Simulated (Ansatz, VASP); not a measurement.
This is a calculation of PtSe for VASP 6.6.1.

The input INCAR:

```
SYSTEM = PtSe
PREC     = Accurate       ! precision mode
ENCUT    = 520            ! plane-wave cutoff, eV
EDIFF    = 1E-6           ! SCF threshold, eV
ISMEAR   = -1             ! smearing method
SIGMA    = 0.05           ! smearing width, eV
LREAL    = .False.        ! projectors in reciprocal space
LASPH    = .True.         ! aspherical terms in the spheres
NELM     = 100            ! most SCF steps
ALGO     = Normal         ! electronic algorithm
ISIF     = 2              ! what is computed and relaxed
LWAVE    = .False.        ! write WAVECAR
LCHARG   = .False.        ! write CHGCAR
GGA      = PE             ! functional
NBANDS   = 15             ! bands
```

Contents of KPOINTS:

```
Automatic mesh
0
Gamma
  8 8 7
  0 0 0
```

File POSCAR:

```
PtSe
1.0
    3.7744744554      0.0000000000      0.0000000000
   -1.8872372226      3.2687907671      0.0000000000
    0.0000000000      0.0000000000      3.6837000592
Pt Se
1 1
Direct
    0.0000000000      0.0000000000      0.0000000000
    0.6666666667      0.3333333333      0.5000000000
```

Potentials or basis: VASP PAW PBE potentials, release 64 (Pt, Se).

Command:

```bash
$ cat potpaw_PBE.64/Pt/POTCAR potpaw_PBE.64/Se/POTCAR > POTCAR
$ mpirun -np 1 vasp_std > vasp.out
```

Problem. Set up the same calculation for Ansatz 0.2.0. Potentials there: Ansatz PAW.

Solution. As run (the cutoff follows the program's own potentials):

File input.yaml:

```yaml
crystal:
  lattice:
    - [3.7744744554, 0.0, 0.0]
    - [-1.8872372226, 3.2687907671, 0.0]
    - [0.0, 0.0, 3.6837000592]
  atoms:
    - { symbol: Pt, position: [0.0, 0.0, 0.0] }
    - { symbol: Se, position: [0.6666666667, 0.3333333333, 0.5] }
hamiltonian:
  xc: pbe
  pseudopotentials: { kind: paw }
kpoints:
  mp_grid: { grid: [8, 8, 7] }
scf:
  occupations: { method: fermi_dirac, width: 0.05 }
output:
  forces: true
  stress: true
  eigenvalues: true
```

Potentials or basis: Ansatz PAW.

The run is started by

```bash
$ ansatz run input.yaml --threads 1 --pin off --max-ram 3584MiB --backend cpu --events-out ev --progress --plain --runs-dir out
```

Both were run:

|  | VASP | Ansatz | Ansatz less VASP |
| --- | --- | --- | --- |
| gap on the k mesh at the Fermi level (eV) | none | none | - |
| pressure (GPa) | -14.5 | -14.4 | +0.09 |
| largest component of the traceless stress (GPa) | 3.72 | 3.70 | -0.019 |

A gap of «none» marks a metal or a gap that the smearing closes. The two sets of potentials don't hold the same shells in valence.

Spin-orbit coupling is left out, which matters for the levels of Pt.
